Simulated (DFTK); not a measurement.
The system is PbO2.

```
Pb O
1.0
     0.00000    2.70199    2.70199
     2.70199    0.00000    2.70199
     2.70199    2.70199    0.00000
Pb O
1 2
Direct
  0.00000 0.00000 0.00000
  0.75000 0.75000 0.75000
  0.25000 0.25000 0.25000
```

The cell comes from a database or a generator and needn't be the stable form of this composition.

Base run:

| Property | Result |
| --- | --- |
| Program | DFTK 0.8.2 |
| Functional | PBE |
| Potentials or basis | dojo.nc.sr.pbe.v0_4_1.standard.upf (PBE) |
| Cutoff | 1143 eV |
| k mesh | 9 × 9 × 9 |
| Occupations | fermi-dirac, width 0.05 eV |
| Spin | no spin polarisation |

Its results: band gap on the k mesh none (metal or under the smearing width); pressure 1.2 GPa.

**Question.** The run is repeated on the same cell with these changes: potentials or basis from dojo.nc.sr.pbe.v0_4_1.standard.upf (PBE) to in-house norm-conserving set (PBE, scalar relativistic); cutoff from 1143 eV to 1252 eV. What comes out?

**Answer.** Band gap on the k mesh none (metal or under the smearing width); pressure 0.4 GPa.
